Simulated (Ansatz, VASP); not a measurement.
# Two plane-wave programs on CuO

INCAR

```
SYSTEM = CuO
PREC = Accurate
ENCUT = 520
EDIFF = 1E-6
ISMEAR = -1
SIGMA = 0.05
LREAL = .FALSE.
LASPH = .TRUE.
NELM = 80
ALGO = Normal
ISIF = 2
LWAVE = .FALSE.
LCHARG = .TRUE.
GGA = PE
LELF = .TRUE.
LVHAR = .TRUE.
NBANDS = 16
```

The input KPOINTS:

```
regular mesh
0
G
  9 9 8
  0 0 0
```

The input POSCAR:

```
CuO
1.0
    2.5525506100      0.0000000000      0.0000000000
    0.0000000000      2.5525506100      0.0000000000
    0.0000000000      0.0000000000      2.6546526344
Cu O
1 1
Direct
    0.0000000000      0.0000000000      0.0000000000
    0.5000000000      0.5000000000      0.5000000000
```

Contents of input.yaml:

```yaml
crystal:
  lattice:
    - [2.55255061, 0.0, 0.0]
    - [0.0, 2.55255061, 0.0]
    - [0.0, 0.0, 2.6546526344]
  atoms:
    - { symbol: Cu, position: [0.0, 0.0, 0.0] }
    - { symbol: O, position: [0.5, 0.5, 0.5] }
hamiltonian:
  xc: pbe
  pseudopotentials: { kind: paw }
kpoints:
  mp_grid: { grid: [9, 9, 8] }
  band_path:
    path:
      - [[0.0, 0.0, 0.0], [0.0, 0.5, 0.0], [0.5, 0.5, 0.0], [0.0, 0.0, 0.0], [0.0, 0.0, 0.5], [0.0, 0.5, 0.5], [0.5, 0.5, 0.5], [0.0, 0.0, 0.5]]
      - [[0.0, 0.5, 0.0], [0.0, 0.5, 0.5]]
      - [[0.5, 0.5, 0.0], [0.5, 0.5, 0.5]]
    npoints: 14
scf:
  occupations: { method: fermi_dirac, width: 0.05 }
  n_extra_bands: 6
output:
  forces: true
  stress: true
  eigenvalues: true
  fatbands: false
```

Measurements of this composition are mostly on another form, of space group No. 15.

Alike in both runs: functional PBE; k mesh 9 × 9 × 8; occupations fermi-dirac, width 0.05 eV; no spin polarisation.

|  | VASP | Ansatz |
| --- | --- | --- |
| version | VASP 6.6.1 | Ansatz 0.2.0 |
| potentials or method | VASP PAW PBE potentials, release 64 (Cu, O) | Ansatz PAW |
| plane-wave cutoff (eV) | 520 | 420 |
| valence electrons in the cell | 17 | 25 |
| task | single point | band structure |

```csv
,VASP,Ansatz,Ansatz less VASP
gap on the k mesh at the Fermi level (eV),none,none,-
pressure (GPa),11.6,11.5,-0.10
largest component of the traceless stress (GPa),7.63,7.66,+0.025
```

A gap of «none» marks a metal or a gap that the smearing closes. The two sets of potentials don't hold the same shells in valence.

Caveats: an odd number of electrons without spin polarisation forces a metal; a magnetic or distorted state may lie lower; the run has no spin polarisation, though such a crystal can be magnetic; semilocal functionals often make such compounds metallic where correlation or magnetic order opens a gap, which also shifts bond lengths; the pressure holds a Pulay correction of +0.8 GPa for the finite cutoff (Ansatz).
